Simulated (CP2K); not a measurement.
Input of a CP2K 2026.2 run:

Contents of tan_scf.inp:

```
&GLOBAL
  PROJECT tan_scf
  RUN_TYPE ENERGY_FORCE
  PRINT_LEVEL LOW
&END GLOBAL
&FORCE_EVAL
  METHOD QS
  STRESS_TENSOR ANALYTICAL
  &DFT
    BASIS_SET_FILE_NAME BASIS_MOLOPT_UZH
    POTENTIAL_FILE_NAME POTENTIAL_UZH
    &MGRID
      CUTOFF 450
      REL_CUTOFF 60
      NGRIDS 5
    &END MGRID
    &QS
      METHOD GPW
      EPS_DEFAULT 1.0E-10
    &END QS
    &KPOINTS
      SCHEME MONKHORST-PACK 10 10 6
      GAMMA_CENTERED T
      SYMMETRY T
      SYMMETRY_BACKEND SPGLIB
    &END KPOINTS
    &SCF
      SCF_GUESS ATOMIC
      EPS_SCF 1.0E-6
      MAX_SCF 100
      ADDED_MOS 20
      CHOLESKY OFF
      EPS_EIGVAL 1.0E-7
      &DIAGONALIZATION ON
        ALGORITHM STANDARD
      &END DIAGONALIZATION
      &MIXING ON
        METHOD BROYDEN_MIXING
        ALPHA 0.4
        BETA 1.5
        NBUFFER 8
      &END MIXING
      &SMEAR ON
        METHOD FERMI_DIRAC
        ELECTRONIC_TEMPERATURE [K] 580.226
      &END SMEAR
    &END SCF
    &XC
      &XC_FUNCTIONAL PBE
      &END XC_FUNCTIONAL
    &END XC
    &PRINT
      &KPOINTS ON
      &END KPOINTS
      &MULLIKEN ON
      &END MULLIKEN
      &MO ON
        ENERGIES T
        OCCUPATION_NUMBERS T
        &EACH
          QS_SCF 0
        &END EACH
        ADD_LAST NUMERIC
      &END MO
      &LOWDIN ON
      &END LOWDIN
      &HIRSHFELD ON
        SHAPE_FUNCTION DENSITY
      &END HIRSHFELD
      &E_DENSITY_CUBE ON
        STRIDE 1
      &END E_DENSITY_CUBE
      &V_HARTREE_CUBE ON
        STRIDE 1
      &END V_HARTREE_CUBE
      &ELF_CUBE ON
        STRIDE 1
      &END ELF_CUBE
    &END PRINT
  &END DFT
  &SUBSYS
    &CELL
      A 3.0500020400 0.0000000000 0.0000000000
      B -1.5250010200 2.6413792500 0.0000000000
      C 0.0000000000 0.0000000000 4.9400015300
      PERIODIC XYZ
    &END CELL
    &COORD
      SCALED
      Ta  0.3333333333 0.6666666667 0.0000000000
      Ta  0.6666666667 0.3333333333 0.5000000000
      N   0.3333333333 0.6666666667 0.3850000000
      N   0.6666666667 0.3333333333 0.8850000000
    &END COORD
    &KIND Ta
      BASIS_SET TZVP-MOLOPT-PBE-GTH-q13
      POTENTIAL GTH-PBE-q13
    &END KIND
    &KIND N
      BASIS_SET TZVP-MOLOPT-PBE-GTH-q5
      POTENTIAL GTH-PBE-q5
    &END KIND
    &PRINT
      &ATOMIC_COORDINATES ON
      &END ATOMIC_COORDINATES
      &CELL ON
      &END CELL
    &END PRINT
  &END SUBSYS
  &PRINT
    &FORCES ON
    &END FORCES
    &STRESS_TENSOR ON
    &END STRESS_TENSOR
  &END PRINT
&END FORCE_EVAL
```

Potentials or basis: POTENTIAL_UZH Ta GTH-PBE-q13, N GTH-PBE-q5; TZVP-MOLOPT-PBE-GTH basis.

Command:

```bash
$ OMP_NUM_THREADS=1 cp2k.psmp -i tan_scf.inp -o tan_scf.out
```

Q: Estimate the band gap on the k mesh.

A: None (metal or under the smearing width).

Q: Predict the largest force.

A: 2.317 eV/Å.

Q: What does it give for the Mulliken charges?

A: Ta +0.36; N -0.36 e.

Q: What does it give for the pressure?

A: 128.0 GPa.

Forces on the atoms (eV/Å):
```
Ta   0.000  0.000  2.317
Ta   0.000  0.000  2.317
N    0.000  0.000 -2.295
N    0.000  0.000 -2.295
```

Caveat: a pressure of tens of GPa on the cell as given is suspect, and the run, the potentials or the cell itself is likely at fault; the basis of atomic orbitals isn't converged, which shifts pressures, moduli and gaps; forces of over 1 eV/Å show positions far from the minimum, so gaps and moduli don't describe the material at rest. The run has no spin-orbit coupling, so splittings on Ta are missing.
